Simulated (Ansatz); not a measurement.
# MgS at 12 GPa: from Born charge to LO–TO splitting and polaron coupling

The calculation used DFT PBE, scalar-relativistic, plane waves, PAW in Ansatz. Cutoff 420 eV, 8×8×8 k-points (Γ-centred), fixed occupations. No spin polarisation. Phonons by linear response, acoustic sum rule imposed.

The cell, relaxed at 12 GPa:
```xyz
2
Lattice="0.0000 2.5077 2.5077 2.5077 0.0000 2.5077 2.5077 2.5077 0.0000" Properties=species:S:1:pos:R:3 pbc="T T T"
Mg    0.0000    0.0000    0.0000
S     2.5077    2.5077    2.5077
```

Linear response gives ν_TO = 310.4 cm⁻¹, Born charges ±2.227 e (positive on Mg) and ε∞ = 5.455. The primitive cell holds 31.540 Å³, and the masses are 24.305 and 32.060 amu.

Question: Find ν_LO and the static dielectric constant.

Answer: The long-wave field adds a restoring force: ω_LO² − ω_TO² = Z*²e²/(ε_vac ε∞ μV). In these units ν_LO² − ν_TO² = 4.92064×10⁷ Z*²/(μ V ε∞) cm⁻², with μ = m₁m₂/(m₁ + m₂) = 13.825 amu: 102624 cm⁻². So ν_LO = √(310.4² + 102624) = 446.0 cm⁻¹, and the run gives 446.1. Lyddane–Sachs–Teller then gives ε0 = ε∞ (ν_LO/ν_TO)² = 11.27, against 11.27 in the run (it forms both from the same three quantities, so the match checks the arithmetic only). Between ν_TO and ν_LO the dielectric function is negative and an undamped crystal reflects fully: a reststrahlen band from 22.4 to 32.2 μm.

Question: What do the Clausius–Mossotti polarisability and the Szigeti charge come to?

Answer: With the Lorentz local field, α = (3V/4π)(ε∞ − 1)/(ε∞ + 2) = 4.50 Å³ for the pair, and e_S = 3Z*/(ε∞ + 2) = 0.90 e. The Born charge includes the electrons' response to the dipole's own local field, and e_S takes that enhancement out. The Lorentz field assumes point-like polarisable ions, a poor picture once ε∞ is this large, since the electron clouds then overlap or are shared, so both numbers are formal here.

Question: How strongly does a slow electron couple to the LO mode?

Answer: For one isotropic parabolic band, Fröhlich's constant is α_F = (1/ε∞ − 1/ε0) √(m* Ry/ħω_LO), with Ry = 13.606 eV, ħω_LO = 55.3 meV and m* in free-electron masses: α_F = 0.0945 × 15.69 × √m* = 1.48 √m*. The band mass isn't part of this run; for m* = 0.1, 0.3 and 1 it gives 0.47, 0.81, 1.48. In weak coupling the polaron lies α_F ħω_LO below the band edge (45 meV at m* = 0.3) with a mass m*(1 + α_F/6); past α_F of about 5 or 6 that expansion fails. A semilocal functional's ε∞ tends to be too large, which taken alone lowers α_F.

Cost: 1 run of about 0.43 core-minutes, on Intel Xeon Platinum 8259CL (Skylake/Cascade Lake) (shared hosts).